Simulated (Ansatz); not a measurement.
# CO2: the band gap up the ladder of functionals

The task here is to estimate one member of a computed series from the others.

Program: Ansatz 0.2.0. PAW datasets, plane waves. The values are computed, spin-unpolarised, and not measurements.

## Starting point

The cell was relaxed beforehand with r2SCAN+rVV10.

Space group P4_2/mnm (No. 136), tetragonal; a = 4.193 Å, c = 4.605 Å in the conventional setting, 13.49 Å³ an atom. Around C lie 2 O at 1.16 Å; around O lie 1 C at 1.16 Å.

The structure in full:

```
C O
1.0
     4.19256    0.00000    0.00000
     0.00000    4.19256    0.00000
     0.00000    0.00000    4.60512
C O
2 4
Direct
  0.50000 0.50000 0.50000
  0.00000 0.00000 0.00000
  0.30427 0.69573 0.50000
  0.69573 0.30427 0.50000
  0.19573 0.19573 0.00000
  0.80427 0.80427 0.00000
```

The first run:

input.yaml reads:

```yaml
crystal:
  lattice:
    - [4.1925575246, 0.0, 0.0]
    - [0.0, 4.1925575246, 0.0]
    - [0.0, 0.0, 4.6051154204]
  atoms:
    - { symbol: C, position: [0.5, 0.5, 0.5] }
    - { symbol: C, position: [0.0, 0.0, 0.0] }
    - { symbol: O, position: [0.3042678613, 0.6957321387, 0.5] }
    - { symbol: O, position: [0.6957321387, 0.3042678613, 0.5] }
    - { symbol: O, position: [0.1957321387, 0.1957321387, 0.0] }
    - { symbol: O, position: [0.8042678613, 0.8042678613, 0.0] }
kpoints:
  mp_grid: { grid: [6, 6, 6] }
  band_path:
    path:
      - [[0.0, 0.0, 0.0], [-4.555740496188e-50, 0.5, 0.0], [0.5, 0.5, 0.0], [0.0, 0.0, 0.0], [0.0, 0.0, 0.5], [-4.555740496188e-50, 0.5, 0.5], [0.5, 0.5, 0.5], [0.0, 0.0, 0.5]]
      - [[-4.555740496188e-50, 0.5, 0.0], [-4.555740496188e-50, 0.5, 0.5]]
      - [[0.5, 0.5, 0.0], [0.5, 0.5, 0.5]]
    npoints: 10
hamiltonian:
  xc: pbe
scf:
  occupations: { method: fermi_dirac, width: 0.02 }
  n_extra_bands: 5
output:
  forces: true
  stress: true
  eigenvalues: true
```

Launch:

```console
$ ansatz run input.yaml --threads 4 --pin off --max-ram 5529MiB --backend cpu --events-out ev --progress --plain --runs-dir out
```

Among the steps run: Band structure with PBE; r2SCAN; HSE06; PBE0; LDA; DDH-PBE0 at the same geometry; Hartree-Fock.

One of the session's tables, all rows but one given; the rest of the session is left out.

| level | gap (eV) |
| --- | --- |
| PBE | 6.69 |
| r2SCAN | 7.28 |
| HSE06 | ? |
| PBE0 | 9.21 |
| LDA | 6.38 |
| DDH-PBE0 | 11.62 |
| Hartree-Fock | 16.83 |

**Question.** Estimate the row for HSE06.

**Answer.** gap (eV): 8.42. In the column «gap (eV)» it lies between r2SCAN (7.28) and PBE0 (9.21).

Meshes: PBE 6×6×6, r2SCAN 6×6×6, HSE06 4×4×4, PBE0 4×4×4, LDA 6×6×6, DDH-PBE0 4×4×4, Hartree-Fock 4×4×4

PBE reaches 79 % of the HSE06 value, and r2SCAN 86 %. PBE0 lies 0.78 eV above HSE06, which differs from it by screening the long-range exchange.

Limits of these values: Warnings in the runs' records: stress scf threshold loose, stress exchange threshold loose.
